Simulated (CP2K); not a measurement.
Runs of CP2K 2026.2 on Mo. It takes space group Im-3m (No. 229, cubic). The conventional cell has a = 3.168 Å, b = 3.168 Å, c = 3.168 Å, α = 90.00°, β = 90.00°, γ = 90.00°. Around Mo (site symmetry m-3m) lie 8 Mo at 2.74 Å. 

```csv
level,potentials or basis,basis sets,potentials,D3 from the s-dftd3 library (D3_REFERENCE_CODE),cutoff radius of the dispersion sum (A),cutoff of the non-local correlation (Ry),gap on the mesh (eV),pressure (GPa)
TASK,POTENTIAL_UZH Mo GTH-PBE-q14; TZVP-MOLOPT-PBE-GTH basis,Mo TZVP-MOLOPT-PBE-GTH-q14,Mo GTH-PBE-q14 of POTENTIAL_UZH,-,-,-,none,-1.8
r2SCAN+D3(BJ),POTENTIAL_UZH Mo GTH-SCAN-q14; TZVP-MOLOPT-SCAN-GTH basis,Mo TZVP-MOLOPT-SCAN-GTH-q14,Mo GTH-SCAN-q14 of POTENTIAL_UZH,yes,20,-,none,(b)
AM05,POTENTIAL_UZH Mo GTH-PBE-q14; TZVP-MOLOPT-PBE-GTH basis,Mo TZVP-MOLOPT-PBE-GTH-q14,Mo GTH-PBE-q14 of POTENTIAL_UZH,-,-,-,none,-8.1
r2SCAN+D3(BJ)+ATM,POTENTIAL_UZH Mo GTH-SCAN-q14; TZVP-MOLOPT-SCAN-GTH basis,Mo TZVP-MOLOPT-SCAN-GTH-q14,Mo GTH-SCAN-q14 of POTENTIAL_UZH,yes,20,-,none,(a)
r2SCAN+rVV10,POTENTIAL_UZH Mo GTH-SCAN-q14; TZVP-MOLOPT-SCAN-GTH basis,Mo TZVP-MOLOPT-SCAN-GTH-q14,Mo GTH-SCAN-q14 of POTENTIAL_UZH,-,-,300,none,-3.7
```

Alike in all rows: task single point; no spin polarisation; cell as given; k mesh 12 × 12 × 12; smearing fermi-dirac 0.05 eV.

Fill in the values left out.

(a) -3.9; (b) -5.6.

Caveats: the basis of atomic orbitals isn't converged, which shifts pressures, moduli and gaps; pairwise dispersion overbinds metals, which lowers pressure and volume (some runs); the potentials were made for another functional, which shifts forces and pressure (some runs).

A k mesh can miss the band edges, and the runs leave out spin-orbit coupling on Mo.

A gap of «none» marks a metal or a gap under the smearing width.
